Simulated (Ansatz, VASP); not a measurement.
Given: the input of a run of Ansatz 0.2.0 on Ga.

File input.yaml:

```yaml
crystal:
  lattice:
    - [2.7697578399, 0.0, 0.0]
    - [0.0, 2.7697578399, 0.0]
    - [0.0, 0.0, 2.7697578399]
  atoms:
    - { symbol: Ga, position: [0.0, 0.0, 0.0] }
hamiltonian:
  xc: pbe
  pseudopotentials: { kind: paw }
kpoints:
  mp_grid: { grid: [10, 10, 10] }
scf:
  occupations: { method: fermi_dirac, width: 0.05 }
output:
  forces: true
  stress: true
  eigenvalues: true
```

Potentials or basis: Ansatz PAW.

Command:

```bash
$ ansatz run input.yaml --threads 1 --pin off --max-ram 3584MiB --backend cpu --events-out ev --progress --plain --runs-dir out
```

Problem. Set up the same calculation for VASP 6.6.1. Potentials there: VASP PAW PBE potentials, release 64 (Ga_d).

Solution. As run (the cutoff follows the program's own potentials):

File INCAR:

```
ALGO     = Normal         # electronic algorithm
EDIFF    = 1E-6           # SCF threshold, eV
ENCUT    = 520            # plane-wave cutoff, eV
GGA      = PE             # functional
ISIF     = 2              # what is computed and relaxed
ISMEAR   = -1             # smearing method
LASPH    = True           # aspherical terms in the spheres
LCHARG   = False          # write CHGCAR
LREAL    = False          # projectors in reciprocal space
LWAVE    = False          # write WAVECAR
NBANDS   = 12             # bands
NELM     = 80             # most SCF steps
PREC     = Accurate       # precision mode
SIGMA    = 0.05           # smearing width, eV
```

The input KPOINTS:

```
k-points
0
Gamma
  10 10 10
```

The input POSCAR:

```
Ga
1.0
    2.7697578399      0.0000000000      0.0000000000
    0.0000000000      2.7697578399      0.0000000000
    0.0000000000      0.0000000000      2.7697578399
Ga
1
Direct
    0.0000000000      0.0000000000      0.0000000000
```

Potentials or basis: VASP PAW PBE potentials, release 64 (Ga_d).

Launch:

```sh
$ cat potpaw_PBE.64/Ga_d/POTCAR > POTCAR
$ mpirun -np 1 vasp_std > vasp.out
```

Both were run:

|  | VASP | Ansatz | Ansatz less VASP |
| --- | --- | --- | --- |
| gap on the k mesh at the Fermi level (eV) | none | none | - |
| pressure (GPa) | -2.0 | -2.0 | -0.05 |

A gap of «none» marks a metal or a gap that the smearing closes.
